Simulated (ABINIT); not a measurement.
# AlAs (F-43m): a self-consistent loop beyond G0W0, cycle by cycle

Aim: iterate the self-energy on AlAs (F-43m) and follow the gap from cycle to cycle.

Calculated with ABINIT 10.8.3; LDA and many-body steps on it, plane waves.

**Experimental background.**

- Gap 3.018 eV: lowest direct gap at Gamma; earlier measurement quoted from literature, technique not stated; 300 K; bulk crystal (pure AlAs, literature value used as model input) (quoted in “Simultaneous Measurement of Mid-Infrared Refractive Indices in Thin-Film Heterostructures: Methodology and Results for GaAs/AlGaAs”, 2023, arxiv:2301.08293).

Most raw output is cut from this account.

## (1) Set-up

The structure is cubic, space group F-43m (No. 216). Conventional cell: a = 5.661 Å, b = 5.661 Å, c = 5.661 Å, α = 90.00°, β = 90.00°, γ = 90.00°. Al has 4 As at 2.45 Å nearest. Nearest to As lie 4 Al at 2.45 Å. Farther neighbours are not listed.

The cell and positions come from the Crystallography Open Database and are kept as given unless a step says otherwise.

## (2) Empty states on the mesh, 4×4×4 mesh, 239 bands

This step: ABINIT 10.8.3; DFT, LDA, plane waves, norm-conserving pseudopotentials.

The sums over transitions need many empty states on a uniform mesh; this step solves for them.

The input, run.abi:

```
acell 3*1.0 Angstrom
rprim 
  0.000000000000 2.830400000000 2.830400000000
  2.830400000000 0.000000000000 2.830400000000
  2.830400000000 2.830400000000 -0.000000000000
ntypat 2
znucl 13 33
natom 2
typat 1 2
xred 
  0.000000000000 0.000000000000 0.000000000000
  0.250000000000 0.250000000000 0.250000000000
pp_dirpath "pseudos"
pseudos "Al.upf, As.upf"
ecut 44
ngkpt 4 4 4
nshiftk 1
shiftk 0 0 0
kptopt 1
chksymbreak 0
irdden 1
istwfk *1
nband 239
prtvol 0
optdriver 6
gwr_task "HDIAGO"
paral_kgb 0
occopt 1
indata_prefix "in"
outdata_prefix "out"
tmpdata_prefix "tmp"
```

The run is started by

```
$ OMP_NUM_THREADS=1 mpirun -n 4 abinit run.abi > log
```

The job ended after 1.9 min (4 MPI ranks of Arm Neoverse V1, shared host; peak memory 4.2 GiB).

Numbers from this step:

| Property | Result |
| --- | --- |
| gap | 1.346 eV |
| k of the valence top | 0, 0, 0 |
| k of the conduction bottom | 0.5, 0.5, 0 |
| least direct gap | 1.833 eV |
| k points computed | 8 |
| lowest point of the top converged band, above the valence top | 153.2469 eV |

On this mesh the gap is 1.346 eV.

The density comes from a self-consistent run that is not shown.

## (3) Screening, 4×4×4 mesh, 231 bands, screening to 244.9 eV

The RPA dielectric matrix is built and inverted for each q.

This step: RPA screening on LDA, plane waves, norm-conserving pseudopotentials.

run.abi: that of step 2 with these lines changed.

```diff
@@ -20,10 +20,11 @@
 chksymbreak 0
-irdden 1
 istwfk *1
-nband 239
-prtvol 0
-optdriver 6
-gwr_task "HDIAGO"
-paral_kgb 0
 occopt 1
+irdwfk 1
+optdriver 3
+nband 231
+ecuteps 9
+inclvkb 2
+awtr 1
+symchi 1
 indata_prefix "in"
```

Wall time 2.6 min (4 MPI ranks); peak memory 2.1 GiB.

This step gave:

```
ε∞ with local fields, on this mesh, along the program's q direction : 15.78
the same without local fields                                       : 17.64
plasma frequency                                                    : 28.12 eV
plane waves in the screening matrix                                 : 411
```

Local fields lower ε∞ by 11 %. On a Γ-centred mesh this coarse the value itself is usually too large, while a short band sum pulls it down.

## (4) G0W0

The self-energy is evaluated for the states that the input lists, and the levels follow from it, in one-shot runs by the linearised quasiparticle equation.

This step: G0W0 on LDA, plane waves, norm-conserving pseudopotentials.

run.abi: that of step 3 with these lines changed.

```diff
@@ -23,8 +23,19 @@
 irdwfk 1
-optdriver 3
+optdriver 4
 nband 231
+gwcalctyp 0
+ecutsigx 44
+symsigma 1
+nkptgw 3
+kptgw 
+  0.0000000000 0.0000000000 0.0000000000
+  0.5000000000 0.5000000000 0.0000000000
+  0.5000000000 0.0000000000 0.0000000000
+bdgw 
+  11 17
+  12 15
+  12 16
 ecuteps 9
-inclvkb 2
-awtr 1
-symchi 1
+irdscr 1
+ppmodel 1
 indata_prefix "in"
```

Run time: 86 s. Hardware: 4 MPI ranks; peak memory 2.2 GiB; 5.7 min of CPU time.

Numbers from this step:

```
G0W0 gap on the points computed              : 1.887 eV
starting gap on the mesh                     : 1.346 eV
k of the valence top                         : 0, 0, 0
k of the conduction bottom                   : 0.5, 0.5, 0
Z at the valence top                         : 0.784
Z at the conduction bottom                   : 0.802
least direct G0W0 gap on the computed points : 2.666 eV
```

The gap on the mesh goes from 1.35 eV to 1.89 eV, a correction of +0.54 eV.

## (5) evGW0, cycle 1

This step: evGW0 on LDA, plane waves, norm-conserving pseudopotentials.

run.abi: that of step 4 with these lines changed.

```diff
@@ -25,14 +25,24 @@
 nband 231
-gwcalctyp 0
+gwcalctyp 10
 ecutsigx 44
 symsigma 1
-nkptgw 3
+nkptgw 8
 kptgw 
   0.0000000000 0.0000000000 0.0000000000
+  0.2500000000 0.0000000000 0.0000000000
+  0.5000000000 0.0000000000 0.0000000000
+  0.2500000000 0.2500000000 0.0000000000
+  0.5000000000 0.2500000000 0.0000000000
+  -0.2500000000 0.2500000000 0.0000000000
   0.5000000000 0.5000000000 0.0000000000
-  0.5000000000 0.0000000000 0.0000000000
+  -0.2500000000 0.5000000000 0.2500000000
 bdgw 
   11 17
-  12 15
-  12 16
+  11 17
+  11 17
+  11 17
+  11 17
+  11 17
+  11 17
+  11 17
 ecuteps 9
```

It took 8.7 min on 4 MPI ranks; peak memory 2.3 GiB; 35 min of CPU time.

This step gave:

```
quasiparticle gap on the mesh                         : 2.035 eV
gap of the density functional on the mesh             : 1.346 eV
k of the valence top                                  : 0, 0, 0
k of the conduction bottom                            : 0.5, 0.5, 0
Z at the valence top                                  : 0.784
Z at the conduction bottom                            : 0.802
least direct quasiparticle gap on the computed points : 2.892 eV
```

Against G0W0 in ABINIT (4×4×4 mesh, 231 bands, screening to 244.9 eV, Godby-Needs plasmon pole), the gap moves by +0.148 eV. This first cycle still uses the starting levels; it takes the full correction, at all points of the mesh, and its linearised value is 1.887 eV.

## (6) evGW0, cycle 2

The corrected levels of the last cycle go back in.

run.abi: that of step 5 with these lines changed.

```diff
@@ -50,2 +50,3 @@
 ppmodel 1
+irdqps 1
 indata_prefix "in"
```

The job ended after 8.7 min (4 MPI ranks; peak memory 2.3 GiB; 35 min of CPU time).

This step gave:

| Quantity | Value |
| --- | --- |
| quasiparticle gap on the mesh | 1.970 eV |
| gap of the density functional on the mesh | 1.346 eV |
| k of the valence top | 0, 0, 0 |
| k of the conduction bottom | 0.5, 0.5, 0 |
| least direct quasiparticle gap on the computed points | 2.763 eV |

Against the cycle before, the gap moves by −0.065 eV.

## (7) evGW0, cycle 3

run.abi is that of step 6.

Elapsed: 8.7 min, on 4 MPI ranks; peak memory 2.3 GiB; 35 min of CPU time.

This step gave:

```
quasiparticle gap on the mesh                         : 1.974 eV
gap of the density functional on the mesh             : 1.346 eV
k of the valence top                                  : 0, 0, 0
k of the conduction bottom                            : 0.5, 0.5, 0
least direct quasiparticle gap on the computed points : 2.778 eV
```

Against the cycle before, the gap moves by +0.004 eV.

## (8) Screening, 4×4×4 mesh, 231 bands, screening to 244.9 eV

This step: RPA screening on LDA, plane waves, norm-conserving pseudopotentials.

The input, run.abi:

```
acell 3*1.0 Angstrom
rprim 
  0.000000000000 2.830400000000 2.830400000000
  2.830400000000 0.000000000000 2.830400000000
  2.830400000000 2.830400000000 -0.000000000000
ntypat 2
znucl 13 33
natom 2
typat 1 2
xred 
  0.000000000000 0.000000000000 0.000000000000
  0.250000000000 0.250000000000 0.250000000000
pp_dirpath "pseudos"
pseudos "Al.upf, As.upf"
ecut 44
ngkpt 4 4 4
nshiftk 1
shiftk 0 0 0
kptopt 1
chksymbreak 0
istwfk *1
occopt 1
irdwfk 1
optdriver 3
nband 231
ecuteps 9
inclvkb 2
awtr 1
symchi 1
gwcalctyp 10
mbpt_sciss 0.875 eV
nqptdm 1
qptdm 
  0 0 0
indata_prefix "in"
outdata_prefix "out"
tmpdata_prefix "tmp"
```

Elapsed: 19 s, on 4 MPI ranks; peak memory 2.1 GiB.

This step gave:

- ε∞ with local fields, on this mesh, along the program's q direction: 12.80
- the same without local fields: 14.16
- plasma frequency: 28.12 eV
- plane waves in the screening matrix: 411

This screening uses the functional's bands under a rigid shift, the mean opening of the cycle before.

## (9) Screening, 4×4×4 mesh, 231 bands, screening to 244.9 eV

This step: RPA screening on LDA from quasiparticle energies, plane waves, norm-conserving pseudopotentials.

run.abi: that of step 8 with these lines changed.

```diff
@@ -29,7 +29,13 @@
 symchi 1
+irdqps 1
 gwcalctyp 10
-mbpt_sciss 0.875 eV
-nqptdm 1
+nqptdm 7
 qptdm 
-  0 0 0
+  0.2500000000 0.0000000000 0.0000000000
+  0.5000000000 0.0000000000 0.0000000000
+  0.2500000000 0.2500000000 0.0000000000
+  0.5000000000 0.2500000000 0.0000000000
+  -0.2500000000 0.2500000000 0.0000000000
+  0.5000000000 0.5000000000 0.0000000000
+  -0.2500000000 0.5000000000 0.2500000000
 indata_prefix "in"
```

The input, mrgscr.stdin:

```
2
merged
q0_SCR
out_SCR
1
```

The run is started by

```
$ OMP_NUM_THREADS=1 mpirun -n 4 abinit run.abi > log; mrgscr < mrgscr.stdin
```

Elapsed: 2.4 min, on 4 MPI ranks; peak memory 2 GiB.

This step gave:

```yaml
plasma_frequency: 28.12 eV
plane_waves_in_the_screening_matrix: 411
```

This screening reads the quasiparticle levels of the cycle before.

## (10) evGW, cycle 1

This step: evGW on LDA, plane waves, norm-conserving pseudopotentials.

run.abi: that of step 9 with these lines changed.

```diff
@@ -23,12 +23,10 @@
 irdwfk 1
-optdriver 3
+optdriver 4
 nband 231
-ecuteps 9
-inclvkb 2
-awtr 1
-symchi 1
-irdqps 1
 gwcalctyp 10
-nqptdm 7
-qptdm 
+ecutsigx 44
+symsigma 1
+nkptgw 8
+kptgw 
+  0.0000000000 0.0000000000 0.0000000000
   0.2500000000 0.0000000000 0.0000000000
@@ -40,2 +38,15 @@
   -0.2500000000 0.5000000000 0.2500000000
+bdgw 
+  11 17
+  11 17
+  11 17
+  11 17
+  11 17
+  11 17
+  11 17
+  11 17
+ecuteps 9
+irdscr 1
+ppmodel 1
+irdqps 1
 indata_prefix "in"
```

The run is started by

```
$ OMP_NUM_THREADS=1 mpirun -n 4 abinit run.abi > log
```

Run time: 8.7 min. Hardware: 4 MPI ranks; peak memory 2.3 GiB.

This step gave:

```yaml
quasiparticle_gap_on_the_mesh: 2.100 eV
gap_of_the_density_functional_on_the_mesh: 1.346 eV
k_of_the_valence_top: 0, 0, 0
k_of_the_conduction_bottom: 0.5, 0.5, 0
least_direct_quasiparticle_gap_on_the_computed_points: 2.901 eV
```

Against G0W0 in ABINIT (4×4×4 mesh, 231 bands, screening to 244.9 eV, Godby-Needs plasmon pole), the gap moves by +0.213 eV.

## (11) Screening, 4×4×4 mesh, 231 bands, screening to 244.9 eV

This step: RPA screening on LDA, plane waves, norm-conserving pseudopotentials.

The input, run.abi:

```
acell 3*1.0 Angstrom
rprim 
  0.000000000000 2.830400000000 2.830400000000
  2.830400000000 0.000000000000 2.830400000000
  2.830400000000 2.830400000000 -0.000000000000
ntypat 2
znucl 13 33
natom 2
typat 1 2
xred 
  0.000000000000 0.000000000000 0.000000000000
  0.250000000000 0.250000000000 0.250000000000
pp_dirpath "pseudos"
pseudos "Al.upf, As.upf"
ecut 44
ngkpt 4 4 4
nshiftk 1
shiftk 0 0 0
kptopt 1
chksymbreak 0
istwfk *1
occopt 1
irdwfk 1
optdriver 3
nband 231
ecuteps 9
inclvkb 2
awtr 1
symchi 1
gwcalctyp 10
mbpt_sciss 1.016 eV
nqptdm 1
qptdm 
  0 0 0
indata_prefix "in"
outdata_prefix "out"
tmpdata_prefix "tmp"
```

The job ended after 19 s (4 MPI ranks; peak memory 2.1 GiB).

Numbers from this step:

* ε∞ with local fields, on this mesh, along the program's q direction: 12.44
* the same without local fields: 13.75
* plasma frequency: 28.12 eV
* plane waves in the screening matrix: 411

This screening uses the functional's bands under a rigid shift, the mean opening of the cycle before.

## (12) Screening, 4×4×4 mesh, 231 bands, screening to 244.9 eV

This step: RPA screening on LDA from quasiparticle energies, plane waves, norm-conserving pseudopotentials.

run.abi: that of step 11 with these lines changed.

```diff
@@ -29,7 +29,13 @@
 symchi 1
+irdqps 1
 gwcalctyp 10
-mbpt_sciss 1.016 eV
-nqptdm 1
+nqptdm 7
 qptdm 
-  0 0 0
+  0.2500000000 0.0000000000 0.0000000000
+  0.5000000000 0.0000000000 0.0000000000
+  0.2500000000 0.2500000000 0.0000000000
+  0.5000000000 0.2500000000 0.0000000000
+  -0.2500000000 0.2500000000 0.0000000000
+  0.5000000000 0.5000000000 0.0000000000
+  -0.2500000000 0.5000000000 0.2500000000
 indata_prefix "in"
```

mrgscr.stdin is that of step 9.

The run is started by

```
$ OMP_NUM_THREADS=1 mpirun -n 4 abinit run.abi > log; mrgscr < mrgscr.stdin
```

The job ended after 2.4 min (4 MPI ranks; peak memory 2 GiB).

Numbers from this step:

```yaml
plasma_frequency: 28.12 eV
plane_waves_in_the_screening_matrix: 411
```

This screening reads the quasiparticle levels of the cycle before.

## (13) evGW, cycle 2

This step: evGW on LDA, plane waves, norm-conserving pseudopotentials.

run.abi: that of step 12 with these lines changed.

```diff
@@ -23,12 +23,10 @@
 irdwfk 1
-optdriver 3
+optdriver 4
 nband 231
-ecuteps 9
-inclvkb 2
-awtr 1
-symchi 1
-irdqps 1
 gwcalctyp 10
-nqptdm 7
-qptdm 
+ecutsigx 44
+symsigma 1
+nkptgw 8
+kptgw 
+  0.0000000000 0.0000000000 0.0000000000
   0.2500000000 0.0000000000 0.0000000000
@@ -40,2 +38,15 @@
   -0.2500000000 0.5000000000 0.2500000000
+bdgw 
+  11 17
+  11 17
+  11 17
+  11 17
+  11 17
+  11 17
+  11 17
+  11 17
+ecuteps 9
+irdscr 1
+ppmodel 1
+irdqps 1
 indata_prefix "in"
```

The run is started by

```
$ OMP_NUM_THREADS=1 mpirun -n 4 abinit run.abi > log
```

Run time: 8.7 min. Hardware: 4 MPI ranks; peak memory 2.3 GiB; 35 min of CPU time.

This step gave:

```
quasiparticle gap on the mesh                         : 2.109 eV
gap of the density functional on the mesh             : 1.346 eV
k of the valence top                                  : 0, 0, 0
k of the conduction bottom                            : 0.5, 0.5, 0
least direct quasiparticle gap on the computed points : 2.909 eV
```

Against the cycle before, the gap moves by +0.009 eV.

## (14) Side by side

Times are wall times on 4 MPI ranks of Arm Neoverse V1, shared host, good to a factor of about two. A run's time includes the screening step that it read.

```csv
run,mesh,bands,screening cutoff (eV),DFT gap (eV),gap on the mesh (eV),direct (eV),ε∞ used,time
G0W0,4×4×4,231,244.9,1.346,1.887,2.666,15.78,4.1 min
"evGW0, cycle 1",4×4×4,231,244.9,1.346,2.035,2.892,15.78,11 min
"evGW0, cycle 2",4×4×4,231,244.9,1.346,1.970,2.763,15.78,11 min
"evGW0, cycle 3",4×4×4,231,244.9,1.346,1.974,2.778,15.78,11 min
"evGW, cycle 1",4×4×4,231,244.9,1.346,2.100,2.901,12.80,11 min
"evGW, cycle 2",4×4×4,231,244.9,1.346,2.109,2.909,12.44,11 min
```

## (15) What came out

```
G0W0           : 1.887 eV
evGW0, cycle 1 : 2.035 eV
evGW0, cycle 2 : 1.970 eV
evGW0, cycle 3 : 1.974 eV
evGW, cycle 1  : 2.100 eV
evGW, cycle 2  : 2.109 eV
known limits   : not at the basis limit; no spin-orbit coupling; coarse k mesh
```

Only the bands that the input lists are updated; the others, empty or deep, keep the functional's energies or take a rigid shift. The evGW loop starts from the last levels of evGW0, so its cycles and time come on top of those. evGW0 ends at 1.97 eV, +0.09 eV from G0W0, after 3 cycles that took 26 min beside the first screening; the last moved the gap by 0.004 eV. evGW ends at 2.11 eV, +0.22 eV from G0W0, after 2 cycles that took 23 min beside the first screening; the last moved the gap by 0.009 eV. The first cycle of evGW0 takes the full correction, without the factor Z, so it overshoots the one-shot value. Against experiment, by evGW, cycle 2: the direct gap of 2.91 eV lies −0.11 eV from the measured 3.018 eV (direct, 300 K, quoted 2023). An exciton line or allowed optical edge lies below the quasiparticle gap by the binding energy; a forbidden edge can push the onset above it. These are gaps on the mesh, at modest bands and cutoff. The calculation has static nuclei and no excitons; a measured gap holds zero-point and thermal motion, which mostly lowers it. Bands and cutoff are finite, so the gap is not at the basis limit. The miss can reach some tenths of an eV and take either sign; the mesh is an error of its own. The 4×4×4 mesh is coarse for this cell, which bears on the long-range parts of exchange and screening. In the updated screening the q = 0 part is built from Kohn-Sham bands under a rigid shift, the other q from the quasiparticle levels. The many-body steps are scalar-relativistic: spin-orbit coupling is not in them.

[Paths, hosts, dates, memory and timing lines, banners, echoed tables and standing remarks are left out of the program output.]

[Logs are printed without paths, hosts, clocks, repeated set-up lines and the standing remarks that a program may print on its own settings, such as how far it seeks lower states.]

[Runs of the session that timed out or met a known fault of the program may be left out.]

[Hosts, paths, dates, database ids (printed as entryN), source tags and the programs' standing remarks are cut or masked in the printed files.]

[G0W0 gaps are taken among the corrected bands and points alone; a level outside them can change the order at an edge.]

[Where Ansatz stands beside ABINIT at settings called matched, ABINIT's density can come from a denser mesh and the files from another edition; pairs whose starting gaps differed by over 0.03 eV were left out, so agreement reads better than it is.]
